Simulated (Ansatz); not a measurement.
## Structure relaxation of Ni

Method: Ansatz 0.2.0, DFT PBE, scalar-relativistic, plane waves, PAW. Cutoff 420 eV, Γ-centred k mesh, Gaussian smearing, collinear spin, first started from parallel moments.

The start puts Ni on the lonsdaleite structure type (P6_3/mmc, No. 194), at a guessed volume.

```yaml
crystal:
  lattice:
    - [3.11341, 0.00000, 0.00000]
    - [-1.55671, 2.69629, 0.00000]
    - [0.00000, 0.00000, 5.13713]
  atoms:
    - { symbol: Ni, position: [0.33333, 0.66667, 0.43750] }
    - { symbol: Ni, position: [0.66667, 0.33333, 0.93750] }
    - { symbol: Ni, position: [0.66667, 0.33333, 0.56250] }
    - { symbol: Ni, position: [0.33333, 0.66667, 0.06250] }
```

Cell and atoms relax at zero pressure; the relaxation can't lower the symmetry of the start. After a coarse first stage the cell is made exact in the group found at 0.06 Å.

Energies count from the standard state of Ni at the same level.

Question: Describe the relaxed structure.

Answer: It ends in P6/mmm (No. 191). Conventional cell: a = 3.906 Å, c = 2.310 Å. Ni is coordinated by 5 Ni at 2.26–2.31 Å.

```xyz
2
Lattice="3.9064 0.0000 0.0000 -1.9532 3.3831 0.0000 0.0000 0.0000 2.3096" Properties=species:S:1:pos:R:3 pbc="T T T"
Ni    0.0000    2.2554    0.0000
Ni    1.9532    1.1277    0.0000
```

Question: What are its volume, energy, gap and moment?

Answer: The volume per atom is 15.26 Å³, the density is 6.39 g/cm³ and the energy over the standard structure is 0.96 eV/atom. The gap on the 18×18×24 mesh is 0 eV (a metal) and the net moment per atom is 0.64 μB. The largest site moment is 0.66 μB.

The final run used a 18×18×24 mesh on its 2-atom cell and 0.10 eV smearing. The k mesh leaves about 4 meV/atom of noise in metals. Symmetry constrained the relaxation, so the result can be a saddle point.

This form isn't the element's structure at ambient conditions.